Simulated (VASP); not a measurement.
Runs of VASP 6.6.1 on BN. Symmetry: P6_3/mmc, No. 194, hexagonal system. Conventional cell: a = 2.512 Å, b = 2.512 Å, c = 8.343 Å, α = 90.00°, β = 90.00°, γ = 120.00°. Around B (site symmetry -6m2) lie 3 N at 1.45 Å. N (site symmetry -6m2) has 3 B at 1.45 Å as nearest neighbours. The cell is a database's computed one.

```tsv
task	cell	cutoff (eV)	smearing	gap on the mesh (eV)	pressure (GPa)
single point	P6_3/mmc, 11.4 Å³/atom	520	gaussian 0.02 eV	4.40	0.1
single point	P6_3/mmc, 11.4 Å³/atom	520	gaussian 0.01 eV	4.40	0.1
relaxation of cell and atoms	relaxed	600	gaussian 0.02 eV	(a)	0.0
single point	P6_3/mmc, 10.53 Å³/atom	520	gaussian 0.1 eV	4.48	0.1
```

Alike in all rows: level PBE; potentials or basis VASP PAW PBE potentials, release 64 (B, N); no spin polarisation; k mesh 12 × 12 × 4.

Problem. Estimate the missing entries.

Solution. (a) 4.52.

Caveats: this functional lacks dispersion, which binds the layers, so the pressure and a relaxed spacing across them are unreliable.

A k mesh can miss the band edges.
